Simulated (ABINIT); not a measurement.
# TiO2 (Anatase): G0W0 with ABINIT, start to end, part 2 of 3

How does a plane-wave GW calculation on TiO2 (Anatase) run from the first input to the gap?

ABINIT 10.8.3; PBE and many-body steps on it, plane waves. Known limits of the many-body steps: not at the basis limit.

So far. Step 2 (Ground state): The gap is indirect, with the least direct gap 0.31 eV higher.

## Step 3: Bands along the symmetry lines

Level of this step: DFT, PBE, plane waves, norm-conserving pseudopotentials (ABINIT).

Levels along a band path, at the cheap level, show where the edges lie and whether the meshes to come will hold them.

run.abi

```
acell 3*1.0 Angstrom
rprim 
  -1.892100000000 1.892100000000 4.757300000000
  1.892100000000 -1.892100000000 4.757300000000
  1.892100000000 1.892100000000 -4.757300000000
ntypat 2
znucl 22 8
natom 6
typat 1 1 2 2 2 2
xred 
  0.000000000000 0.000000000000 0.000000000000
  0.750000000000 0.250000000000 0.500000000000
  0.208100000000 0.208100000000 0.000000000000
  0.958100000000 0.458100000000 0.500000000000
  0.541900000000 0.041900000000 0.500000000000
  0.791900000000 0.791900000000 0.000000000000
pp_dirpath "pseudos"
pseudos "Ti.upf, O.upf"
ecut 38
iscf -2
irdden 1
kptopt 0
nkpt 76
kpt 
  0.00000000 0.00000000 0.00000000
  0.00000000 0.00000000 0.06250000
  0.00000000 0.00000000 0.12500000
  0.00000000 0.00000000 0.18750000
  0.00000000 0.00000000 0.25000000
  0.00000000 0.00000000 0.31250000
  0.00000000 0.00000000 0.37500000
  0.00000000 0.00000000 0.43750000
  0.00000000 0.00000000 0.50000000
  0.03125000 0.03125000 0.46875000
  0.06250000 0.06250000 0.43750000
  0.09375000 0.09375000 0.40625000
  0.12500000 0.12500000 0.37500000
  0.15625000 0.15625000 0.34375000
  0.18750000 0.18750000 0.31250000
  0.21875000 0.21875000 0.28125000
  0.25000000 0.25000000 0.25000000
  0.21875000 0.28125000 0.21875000
  0.18750000 0.31250000 0.18750000
  0.15625000 0.34375000 0.15625000
  0.12500000 0.37500000 0.12500000
  0.09375000 0.40625000 0.09375000
  0.06250000 0.43750000 0.06250000
  0.03125000 0.46875000 0.03125000
  0.00000000 0.50000000 0.00000000
  0.00000000 0.43750000 0.00000000
  0.00000000 0.37500000 0.00000000
  0.00000000 0.31250000 0.00000000
  0.00000000 0.25000000 0.00000000
  0.00000000 0.18750000 0.00000000
  0.00000000 0.12500000 0.00000000
  0.00000000 0.06250000 0.00000000
  0.00000000 0.00000000 0.00000000
  0.06250000 0.06250000 -0.06250000
  0.12500000 0.12500000 -0.12500000
  0.18750000 0.18750000 -0.18750000
  0.25000000 0.25000000 -0.25000000
  0.31250000 0.31250000 -0.31250000
  0.37500000 0.37500000 -0.37500000
  0.43750000 0.43750000 -0.43750000
  0.50000000 0.50000000 -0.50000000
  0.47369330 0.52630670 -0.47369330
  0.44738660 0.55261340 -0.44738660
  0.42107990 0.57892010 -0.42107990
  0.39477321 0.60522679 -0.39477321
  0.36846651 0.63153349 -0.36846651
  0.34215981 0.65784019 -0.34215981
  0.31585311 0.68414689 -0.31585311
  0.28954641 0.71045359 -0.28954641
  -0.28954641 0.28954641 0.28954641
  -0.25335311 0.25335311 0.25335311
  -0.21715981 0.21715981 0.21715981
  -0.18096651 0.18096651 0.18096651
  -0.14477320 0.14477320 0.14477320
  -0.10857990 0.10857990 0.10857990
  -0.07238660 0.07238660 0.07238660
  -0.03619330 0.03619330 0.03619330
  0.00000000 0.00000000 0.00000000
  0.00000000 0.00000000 0.50000000
  -0.00988660 0.00988660 0.50000000
  -0.01977321 0.01977321 0.50000000
  -0.02965981 0.02965981 0.50000000
  -0.03954642 0.03954642 0.50000000
  -0.04943302 0.04943302 0.50000000
  -0.05931962 0.05931962 0.50000000
  -0.06920623 0.06920623 0.50000000
  -0.07909283 0.07909283 0.50000000
  0.50000000 0.50000000 -0.07909283
  0.50000000 0.50000000 -0.13170623
  0.50000000 0.50000000 -0.18431962
  0.50000000 0.50000000 -0.23693302
  0.50000000 0.50000000 -0.28954642
  0.50000000 0.50000000 -0.34215981
  0.50000000 0.50000000 -0.39477321
  0.50000000 0.50000000 -0.44738660
  0.50000000 0.50000000 -0.50000000
istwfk *1
nband 31
nbdbuf 2
tolwfr 1e-08
nstep 40
prtwf 0
prtvol 0
indata_prefix "in"
outdata_prefix "out"
tmpdata_prefix "tmp"
```

Launch:

```bash
$ OMP_NUM_THREADS=1 mpirun -n 8 abinit run.abi > log
```

Numbers of over 12 decimals in the logs are rounded to 6 here.

Log:

```text
.Version 10.8.3 of ABINIT. v10.8.2 released Aug 2026.

 Symmetries : space group I4_1/a m d (#141); Bravais tI (body-center tetrag.)
[... echo of the input left out ...]
== DATASET  1 ==================================================================
-   mpi_nproc: 8, omp_nthreads: 1 (-1 if OMP is not activated)

--- !DatasetInfo
iteration_state: {dtset: 1, }
dimensions: {natom: 6, nkpt: 76, mband: 31, nsppol: 1, nspinor: 1, nspden: 1, mpw: 5174, }
cutoff_energies: {ecut:  38.0, pawecutdg:  -1.0, }
electrons: {nelect:   4.80000000E+01, charge:   0.00000000E+00, occopt:   1.00000000E+00, tsmear:   1.00000000E-02, }

 Real(R)+Recip(G) space primitive vectors, cartesian coordinates (Bohr,Bohr^-1):
 R(1)= -3.5755508  3.5755508  8.9899941  G(1)=  0.0000000  0.1398386  0.0556174
 R(2)=  3.5755508 -3.5755508  8.9899941  G(2)=  0.1398386  0.0000000  0.0556174
 R(3)=  3.5755508  3.5755508 -8.9899941  G(3)=  0.1398386  0.1398386  0.0000000
 Unit cell volume ucvol=  4.5973260E+02 bohr^3
 Angles (23,13,12)=  1.39434593E+02  1.39434593E+02  5.87128032E+01 degrees

 getcut: wavevector=  0.0000  0.0000  0.0000  ngfft=  60  60  60
         ecut(hartree)=     38.000   => boxcut(ratio)=   2.09654

--- Pseudopotential description ------------------------------------------------
- Ti Generated using ONCVPSP code by D. R. Hamann
- 22.00000  12.00000  171031                  znucl, zion, pspdat
12 -101130 2 -1 1586                          pspcod,pspxc,lmax,lloc,mmax
     nproj     2     2     2
  pspatm : epsatm=   14.68144553
         --- l  ekb(1:nproj) -->
             0   11.362348    1.263639
             1    1.975402   -0.084666
             2   -5.186090   -1.477451
 pspatm: atomic psp has been read  and splines computed

- O Generated using ONCVPSP code by D. R. Hamann
-  8.00000   6.00000  171031                  znucl, zion, pspdat
12 -101130 2 -1 936                           pspcod,pspxc,lmax,lloc,mmax
     nproj     2     2     1
  pspatm : epsatm=    6.19545534
         --- l  ekb(1:nproj) -->
[...]
2   -1.331955
 pspatm: atomic psp has been read  and splines computed

--------------------------------------------------------------------------------

================================================================================
 prteigrs : about to open file out_EIG
 Non-SCF case, kpt    1 (  0.00000  0.00000  0.00000), residuals and eigenvalues=
  8.80E-09  3.41E-09  8.12E-09  4.55E-09  6.70E-09  5.07E-09  6.60E-09  2.55E-09
  8.75E-09  6.50E-09  4.37E-09  5.19E-09  3.05E-09  4.58E-09  9.65E-09  3.99E-09
  5.15E-09  5.34E-09  9.92E-09  4.23E-09  6.85E-09  4.27E-09  4.12E-09  6.23E-09
  6.43E-09  8.56E-09  9.13E-09  6.72E-09  6.84E-09  6.92E-09  9.76E-05
 -1.9185E+00 -1.9163E+00 -1.0546E+00 -1.0458E+00 -1.0458E+00 -1.0432E+00
 -1.0432E+00 -1.0400E+00 -4.9493E-01 -4.5758E-01 -4.5221E-01 -4.3977E-01
[...]
1.0230E-01  1.0230E-01  1.0539E-01  1.0539E-01  1.4716E-01  1.4716E-01
  2.4407E-01  2.4407E-01  2.9217E-01  2.9217E-01  3.0912E-01  3.0912E-01
  3.3636E-01

--- !ResultsGS
iteration_state: {dtset: 1, }
comment   : Summary of ground state results
lattice_vectors:
- [ -3.5755508,   3.5755508,   8.9899941, ]
- [  3.5755508,  -3.5755508,   8.9899941, ]
- [  3.5755508,   3.5755508,  -8.9899941, ]
lattice_lengths: [  10.31451,   10.31451,   10.31451, ]
lattice_angles: [139.435, 139.435,  58.713, ] # degrees, (23, 13, 12)
lattice_volume:   4.5973260E+02
convergence: {deltae:  0.000E+00, res2:  0.000E+00, residm:  9.996E-09, diffor:  0.000E+00, }
etotal    :  -1.85216948E+02
entropy   :   0.00000000E+00
fermie    :   1.50508157E-01
cartesian_stress_tensor: null
pressure_GPa: null
xred      :
- [  0.0000E+00,   0.0000E+00,   0.0000E+00, Ti]
- [  7.5000E-01,   2.5000E-01,   5.0000E-01, Ti]
- [  2.0810E-01,   2.0810E-01,  -3.2879E-19,  O]
- [  9.5810E-01,   4.5810E-01,   5.0000E-01,  O]
- [  5.4190E-01,   4.1900E-02,   5.0000E-01,  O]
- [  7.9190E-01,   7.9190E-01,  -1.2512E-18,  O]
cartesian_forces: null
force_length_stats: {min: null, max: null, mean: null, }

 Integrated electronic density in atomic spheres:
 ------------------------------------------------
 Atom  Sphere_radius  Integrated_density
[...]
================================================================================

 ----iterations are completed or convergence reached----

 Mean square residual over all n,k,spin=   62.310E-10; max=  99.956E-10
 reduced coordinates (array xred) for    6 atoms
[...]
0.541900000000      0.041900000000      0.500000000000
       0.791900000000      0.791900000000     -0.000000000000

 cartesian coordinates (angstrom) at end:
    1      0.000000     0.000000     0.000000
    2      0.000000     1.892100     2.378650
    3      0.000000    -0.000000     1.979988
    4      0.000000     1.892100     4.358638
    5     -0.000000     1.892100     0.398662
    6      0.000000    -0.000000     7.534612
 length scales=  1.889726125908  1.889726125908  1.889726125908 bohr
              =  1.000000000000  1.000000000000  1.000000000000 angstroms
 prteigrs : about to open file out_EIG
 Eigenvalues (hartree) for nkpt=  76  k points:
 kpt#   1, nband= 31, wtk=  1.00000, kpt=  0.0000  0.0000  0.0000 (reduced coord)
[...]
kpt#   2, nband= 31, wtk=  1.00000, kpt=  0.0000  0.0000  0.0625 (reduced coord)
[...]
kpt#   3, nband= 31, wtk=  1.00000, kpt=  0.0000  0.0000  0.1250 (reduced coord)
[...]
kpt#  75, nband= 31, wtk=  1.00000, kpt=  0.5000  0.5000 -0.4474 (reduced coord)
[...]
0.24693    0.24693    0.29047    0.29047    0.30424    0.30424    0.34251
 kpt#  76, nband= 31, wtk=  1.00000, kpt=  0.5000  0.5000 -0.5000 (reduced coord)
[...]
-0.47333   -0.47333   -0.44981   -0.44981    0.01469    0.01469    0.01653    0.01653
   0.07689    0.07689    0.10230    0.10230    0.10539    0.10539    0.14716    0.14716
   0.24407    0.24407    0.29217    0.29217    0.30912    0.30912    0.33636

== END DATASET(S) ==============================================================
================================================================================

 -outvars: echo values of variables after computation  --------
            nband          31
             nkpt          76
          spgroup         141
 [... the other variables as echoed above ...]

 Calculation completed.
```

The job ended after 2.8 min (8 MPI ranks of Arm Neoverse N1, shared host; peak memory 0.79 GiB; 22 min of CPU time).

Numbers from this step:

| Quantity | Value |
| --- | --- |
| gap | 2.141 eV |
| k of the valence top | 0, 0, 0.4375 |
| k of the conduction bottom | 0, 0, 0 |
| least direct gap | 2.492 eV |

The gap is 2.141 eV, −0.045 eV from the run before at this level.

The electronic bands at the labelled points (eV, zero at the top of the highest filled band):

| point | band 21 | band 22 | band 23 | band 24 | band 25 | band 26 | band 27 | band 28 |
| --- | --- | --- | --- | --- | --- | --- | --- | --- |
| Γ | -0.78 | -0.78 | -0.48 | -0.48 | 2.14 | 2.89 | 4.02 | 4.02 |
| halfway | -1.84 | -0.96 | -0.61 | -0.25 | 3.01 | 3.16 | 3.54 | 3.77 |
| X | -2.07 | -2.07 | -0.05 | -0.05 | 3.38 | 3.38 | 3.85 | 3.85 |
| halfway | -1.81 | -1.81 | -0.14 | -0.14 | 3.45 | 3.45 | 3.78 | 3.78 |
| P | -1.60 | -1.60 | -0.24 | -0.24 | 3.61 | 3.61 | 3.64 | 3.64 |
| halfway | -1.90 | -0.97 | -0.60 | -0.35 | 3.18 | 3.32 | 3.71 | 3.73 |
| N | -1.96 | -0.95 | -0.86 | -0.65 | 3.27 | 3.58 | 3.60 | 3.70 |
| halfway | -1.35 | -0.80 | -0.80 | -0.53 | 3.00 | 3.26 | 3.36 | 3.64 |
| Γ | -0.78 | -0.78 | -0.48 | -0.48 | 2.14 | 2.89 | 4.02 | 4.02 |
| halfway | -1.08 | -1.08 | -0.25 | -0.25 | 2.24 | 2.77 | 3.86 | 3.86 |
| M | -1.27 | -1.27 | -0.14 | -0.14 | 2.50 | 2.50 | 3.81 | 3.81 |
| halfway | -1.32 | -0.72 | -0.61 | -0.57 | 2.76 | 3.23 | 3.44 | 3.58 |
| S | -1.20 | -0.94 | -0.91 | -0.84 | 3.24 | 3.52 | 3.60 | 3.66 |
| jump to S0 | -1.20 | -0.94 | -0.91 | -0.84 | 3.24 | 3.52 | 3.60 | 3.66 |
| halfway | -1.49 | -0.92 | -0.84 | -0.58 | 3.15 | 3.34 | 3.37 | 3.66 |
| Γ | -0.78 | -0.78 | -0.48 | -0.48 | 2.14 | 2.89 | 4.02 | 4.02 |
| jump to X | -2.07 | -2.07 | -0.05 | -0.05 | 3.38 | 3.38 | 3.85 | 3.85 |
| halfway | -2.02 | -2.02 | -0.06 | -0.06 | 3.37 | 3.37 | 3.83 | 3.83 |
| R | -1.91 | -1.91 | -0.09 | -0.09 | 3.35 | 3.35 | 3.79 | 3.79 |
| jump to G | -1.91 | -1.91 | -0.09 | -0.09 | 3.35 | 3.35 | 3.79 | 3.79 |
| halfway | -1.09 | -1.09 | -0.53 | -0.53 | 3.08 | 3.08 | 3.58 | 3.58 |
| M | -1.27 | -1.27 | -0.14 | -0.14 | 2.50 | 2.50 | 3.81 | 3.81 |

## Step 4: Empty states on the mesh, 4×4×4 mesh, 116 bands

The sums over transitions need many empty states on a uniform mesh; this step solves for them.

run.abi

```
acell 3*1.0 Angstrom
rprim 
  -1.892100000000 1.892100000000 4.757300000000
  1.892100000000 -1.892100000000 4.757300000000
  1.892100000000 1.892100000000 -4.757300000000
ntypat 2
znucl 22 8
natom 6
typat 1 1 2 2 2 2
xred 
  0.000000000000 0.000000000000 0.000000000000
  0.750000000000 0.250000000000 0.500000000000
  0.208100000000 0.208100000000 0.000000000000
  0.958100000000 0.458100000000 0.500000000000
  0.541900000000 0.041900000000 0.500000000000
  0.791900000000 0.791900000000 0.000000000000
pp_dirpath "pseudos"
pseudos "Ti.upf, O.upf"
ecut 38
ngkpt 4 4 4
nshiftk 1
shiftk 0 0 0
kptopt 1
chksymbreak 0
iscf -2
irdden 1
istwfk *1
nband 116
nbdbuf 10
tolwfr 1e-09
nstep 60
prtvol 0
indata_prefix "in"
outdata_prefix "out"
tmpdata_prefix "tmp"
```

Log:

```text
.Version 10.8.3 of ABINIT. v10.8.2 released Aug 2026.

 Symmetries : space group I4_1/a m d (#141); Bravais tI (body-center tetrag.)
[... echo of the input left out ...]
== DATASET  1 ==================================================================
-   mpi_nproc: 8, omp_nthreads: 1 (-1 if OMP is not activated)
-    --> not optimal distribution: autoparal keyword recommended in input file <--

--- !DatasetInfo
iteration_state: {dtset: 1, }
dimensions: {natom: 6, nkpt: 13, mband: 116, nsppol: 1, nspinor: 1, nspden: 1, mpw: 5174, }
cutoff_energies: {ecut:  38.0, pawecutdg:  -1.0, }
electrons: {nelect:   4.80000000E+01, charge:   0.00000000E+00, occopt:   1.00000000E+00, tsmear:   1.00000000E-02, }

 Real(R)+Recip(G) space primitive vectors, cartesian coordinates (Bohr,Bohr^-1):
 R(1)= -3.5755508  3.5755508  8.9899941  G(1)=  0.0000000  0.1398386  0.0556174
 R(2)=  3.5755508 -3.5755508  8.9899941  G(2)=  0.1398386  0.0000000  0.0556174
 R(3)=  3.5755508  3.5755508 -8.9899941  G(3)=  0.1398386  0.1398386  0.0000000
 Unit cell volume ucvol=  4.5973260E+02 bohr^3
 Angles (23,13,12)=  1.39434593E+02  1.39434593E+02  5.87128032E+01 degrees

 getcut: wavevector=  0.0000  0.0000  0.0000  ngfft=  60  60  60
         ecut(hartree)=     38.000   => boxcut(ratio)=   2.09654

--- Pseudopotential description ------------------------------------------------
- Ti Generated using ONCVPSP code by D. R. Hamann
- 22.00000  12.00000  171031                  znucl, zion, pspdat
12 -101130 2 -1 1586                          pspcod,pspxc,lmax,lloc,mmax
     nproj     2     2     2
  pspatm : epsatm=   14.68144553
         --- l  ekb(1:nproj) -->
             0   11.362348    1.263639
             1    1.975402   -0.084666
             2   -5.186090   -1.477451
 pspatm: atomic psp has been read  and splines computed

- O Generated using ONCVPSP code by D. R. Hamann
-  8.00000   6.00000  171031                  znucl, zion, pspdat
12 -101130 2 -1 936                           pspcod,pspxc,lmax,lloc,mmax
     nproj     2     2     1
  pspatm : epsatm=    6.19545534
         --- l  ekb(1:nproj) -->
[...]
2   -1.331955
 pspatm: atomic psp has been read  and splines computed

--------------------------------------------------------------------------------

================================================================================
 prteigrs : about to open file out_EIG
 Non-SCF case, kpt    1 (  0.00000  0.00000  0.00000), residuals and eigenvalues=
  4.91E-10  6.91E-10  7.34E-10  7.91E-10  7.22E-10  3.99E-10  8.56E-10  5.71E-10
  1.46E-10  1.19E-10  9.37E-11  1.14E-10  1.75E-10  1.82E-10  1.89E-10  1.87E-10
  2.07E-10  1.80E-10  1.60E-10  1.60E-10  2.54E-10  2.28E-10  1.35E-10  1.61E-10
[...]
3.20E-05  1.92E-05  8.33E-06  1.02E-03
 -1.9185E+00 -1.9163E+00 -1.0546E+00 -1.0458E+00 -1.0458E+00 -1.0432E+00
 -1.0432E+00 -1.0400E+00 -4.9493E-01 -4.5758E-01 -4.5221E-01 -4.3977E-01
  7.0812E-03  1.1453E-02  1.1453E-02  2.6319E-02  7.5837E-02  7.5837E-02
[...]
2.2393E+00  2.2523E+00  2.2574E+00  2.2574E+00  2.2665E+00  2.2665E+00
  2.2867E+00  2.3216E+00  2.3250E+00  2.3557E+00  2.3557E+00  2.3638E+00
  2.3883E+00  2.3907E+00
 prteigrs : prtvol=0 or 1, do not print more k-points.

--- !ResultsGS
iteration_state: {dtset: 1, }
comment   : Summary of ground state results
lattice_vectors:
- [ -3.5755508,   3.5755508,   8.9899941, ]
- [  3.5755508,  -3.5755508,   8.9899941, ]
- [  3.5755508,   3.5755508,  -8.9899941, ]
lattice_lengths: [  10.31451,   10.31451,   10.31451, ]
lattice_angles: [139.435, 139.435,  58.713, ] # degrees, (23, 13, 12)
lattice_volume:   4.5973260E+02
convergence: {deltae:  0.000E+00, res2:  0.000E+00, residm:  9.929E-10, diffor:  0.000E+00, }
etotal    :  -1.85216948E+02
entropy   :   0.00000000E+00
fermie    :   1.50508157E-01
cartesian_stress_tensor: null
pressure_GPa: null
xred      :
- [  0.0000E+00,   0.0000E+00,   0.0000E+00, Ti]
- [  7.5000E-01,   2.5000E-01,   5.0000E-01, Ti]
- [  2.0810E-01,   2.0810E-01,  -3.2879E-19,  O]
- [  9.5810E-01,   4.5810E-01,   5.0000E-01,  O]
- [  5.4190E-01,   4.1900E-02,   5.0000E-01,  O]
- [  7.9190E-01,   7.9190E-01,  -1.2512E-18,  O]
cartesian_forces: null
force_length_stats: {min: null, max: null, mean: null, }

 Integrated electronic density in atomic spheres:
 ------------------------------------------------
 Atom  Sphere_radius  Integrated_density
[...]
================================================================================

 ----iterations are completed or convergence reached----

 Mean square residual over all n,k,spin=   40.208E-11; max=  99.287E-11
 reduced coordinates (array xred) for    6 atoms
[...]
0.541900000000      0.041900000000      0.500000000000
       0.791900000000      0.791900000000     -0.000000000000

 cartesian coordinates (angstrom) at end:
    1      0.000000     0.000000     0.000000
    2      0.000000     1.892100     2.378650
[...]
6      0.000000    -0.000000     7.534612
 length scales=  1.889726125908  1.889726125908  1.889726125908 bohr
              =  1.000000000000  1.000000000000  1.000000000000 angstroms
 prteigrs : about to open file out_EIG
 Eigenvalues (hartree) for nkpt=  13  k points:
 kpt#   1, nband=116, wtk=  0.01563, kpt=  0.0000  0.0000  0.0000 (reduced coord)
[...]
2.07360    2.07360    2.09849    2.09849    2.13804    2.20922    2.23934    2.25230
   2.25735    2.25735    2.26650    2.26650    2.28666    2.32165    2.32499    2.35568
   2.35572    2.36383    2.38831    2.39071
 prteigrs : prtvol=0 or 1, do not print more k-points.

== END DATASET(S) ==============================================================
================================================================================

 -outvars: echo values of variables after computation  --------
            nband         116
             nkpt          13
          spgroup         141
 [... the other variables as echoed above ...]

 Calculation completed.
```

It took 78 s on 8 MPI ranks; peak memory 0.76 GiB; 10 min of CPU time.

This step gave:

* gap: 2.189 eV
* k of the valence top: 0.5, 0.5, 0
* k of the conduction bottom: 0, 0, 0
* least direct gap: 2.492 eV
* k points computed: 13
* lowest point of the top converged band, above the valence top: 56.3774 eV

On this mesh the gap is 2.189 eV.

[end of part 2 of 3]

[Paths, hosts, dates, memory and timing lines, banners, echoed tables and standing remarks are left out of the program output.]

[Logs are printed without paths, hosts, clocks, repeated set-up lines and the standing remarks that a program may print on its own settings, such as how far it seeks lower states.]

[Runs of the session that timed out or met a known fault of the program may be left out.]

[Hosts, paths, dates, database ids (printed as entryN), source tags and the programs' standing remarks are cut or masked in the printed files.]

[G0W0 gaps are taken among the corrected bands and points alone; a level outside them can change the order at an edge.]

[Where Ansatz stands beside ABINIT at settings called matched, ABINIT's density can come from a denser mesh and the files from another edition; pairs whose starting gaps differed by over 0.03 eV were left out, so agreement reads better than it is.]
